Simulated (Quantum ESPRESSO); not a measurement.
The system is NaF (Villiaumite).

```
CELL_PARAMETERS angstrom
0.00000 2.32000 2.32000
2.32000 0.00000 2.32000
2.32000 2.32000 0.00000
ATOMIC_POSITIONS crystal
Na 0.00000 0.00000 0.00000
F 0.50000 0.50000 0.50000
```

* Program: Quantum ESPRESSO 7.5
* Task: single point
* Functional: PBE
* Potentials or basis: SSSP 1.3 efficiency PBE
* Cutoff: 748 eV
* Density cutoff: 5987 eV
* k mesh: 10 × 10 × 10
* Occupations: fermi-dirac, width 0.05 eV
* Spin: no spin polarisation

On this cell: pressure 2.5 GPa; largest force zero by symmetry; band gap on the k mesh 6.27 eV, direct.

The same run follows on a disturbed copy (atoms moved at random, drawn with an rms of 0.05 Å):

```xyz
2
Lattice="0.0000 2.3200 2.3200 2.3200 0.0000 2.3200 2.3200 2.3200 0.0000" Properties=species:S:1:pos:R:3 pbc="T T T"
Na    0.0383    0.0104    0.0064
F     2.2983    2.2892    2.3261
```

**Question.** What does the disturbed cell give?

**Answer.** The energy moves by +3.3 meV/atom; pressure 2.6 GPa; largest force 0.182 eV/Å; band gap on the k mesh 6.27 eV, direct.

Forces in eV/Å, atoms in the order of the input:
```
Na  -0.151 -0.102 -0.001
F    0.151  0.102  0.001
```

Stress tensor (GPa, compression positive):
```
 2.85 -0.07  0.00
-0.07  2.62  0.00
 0.00  0.00  2.42
```

A k mesh can miss the band edges.
